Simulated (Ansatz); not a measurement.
# HfN: projected DOS by orbital

```yaml
crystal:
  lattice:
    - [0.00000, 2.25900, 2.25900]
    - [2.25900, 0.00000, 2.25900]
    - [2.25900, 2.25900, 0.00000]
  atoms:
    - { symbol: Hf, position: [0.00000, 0.00000, 0.00000] }
    - { symbol: N, position: [0.50000, 0.50000, 0.50000] }
```

Atoms are numbered in the order listed.

The cell comes from COD entry 1539063, which wasn't checked; take it as a given geometry.

Spin polarisation is left out, and whether a magnetic state lies lower isn't shown here.

No spin–orbit coupling, which matters for the heavy atoms here.

Method: DFT, PBEsol, all-electron LAPW, scalar-relativistic (Ansatz 0.2.0).

Settings: a Γ-centred 10×10×10 k mesh, Fermi–Dirac smearing of 0.01 eV, basis error target 0.5 meV/atom, no spin polarisation.

States per eV for one atom of each kind, in 0.4 eV bins named by their centres, from the Fermi level, projected on a minimal set of Löwdin-orthogonalised atomic shells; orbitals are real harmonics on the Cartesian axes, equal curves share a column, and empty bins are left out, as is all above 1.6 eV, near the top of the computed bands.

Hf1 4f:

```
# E all fz3 fxz2=fyz2 fz(x2-y2) fxyz fx(x2-3y2)=fy(3x2-y2)
-12.7 32.68 4.29 4.71 4.96 4.94 4.54
-12.3 2.12 0.65 0.27 0.03 0.06 0.42
-7.5 0.01 0.00 0.00 0.00 0.00 0.00
-7.1 0.01 0.00 0.00 0.00 0.00 0.00
-5.9 0.01 0.00 0.00 0.00 0.00 0.00
-5.5 0.01 0.00 0.00 0.00 0.00 0.00
-5.1 0.01 0.00 0.00 0.00 0.00 0.00
-4.7 0.01 0.00 0.00 0.00 0.00 0.00
-4.3 0.01 0.00 0.00 0.00 0.00 0.00
```

Hf1 5d:

```
# E all dz2=dx2-y2 dxz=dyz=dxy
-12.7 0.02 0.01 0.00
-12.3 0.02 0.01 0.00
-8.7 0.04 0.00 0.01
-8.3 0.11 0.00 0.03
-7.9 0.20 0.01 0.06
-7.5 0.27 0.02 0.07
-7.1 0.27 0.04 0.07
-6.7 0.19 0.03 0.04
-6.3 0.18 0.04 0.03
-5.9 0.76 0.27 0.07
-5.5 1.05 0.24 0.19
-5.1 0.57 0.12 0.11
-4.7 0.38 0.07 0.08
-4.3 0.21 0.03 0.05
-3.9 0.09 0.01 0.02
-3.5 0.02 0.00 0.01
-3.1 0.03 0.00 0.01
-2.7 0.07 0.00 0.02
-2.3 0.12 0.00 0.04
-1.9 0.17 0.00 0.06
-1.5 0.22 0.00 0.07
-1.1 0.27 0.00 0.09
-0.7 0.34 0.00 0.11
-0.3 0.43 0.00 0.14
0.1 0.49 0.00 0.16
0.5 0.55 0.01 0.18
0.9 0.58 0.01 0.19
1.3 0.54 0.01 0.18
```

N2 2p:

```
# E all pz=px=py
-12.7 0.06 0.02
-8.7 0.05 0.02
-8.3 0.15 0.05
-7.9 0.31 0.10
-7.5 0.50 0.17
-7.1 0.59 0.20
-6.7 0.51 0.17
-6.3 0.45 0.15
-5.9 1.56 0.52
-5.5 2.33 0.78
-5.1 1.17 0.39
-4.7 0.88 0.29
-4.3 0.62 0.21
-3.9 0.35 0.12
-3.5 0.11 0.04
-3.1 0.04 0.01
-2.7 0.04 0.01
-2.3 0.05 0.02
-1.9 0.07 0.02
-1.5 0.08 0.03
-1.1 0.08 0.03
-0.7 0.10 0.03
-0.3 0.11 0.04
0.1 0.13 0.04
0.5 0.14 0.05
0.9 0.14 0.05
1.3 0.11 0.04
```
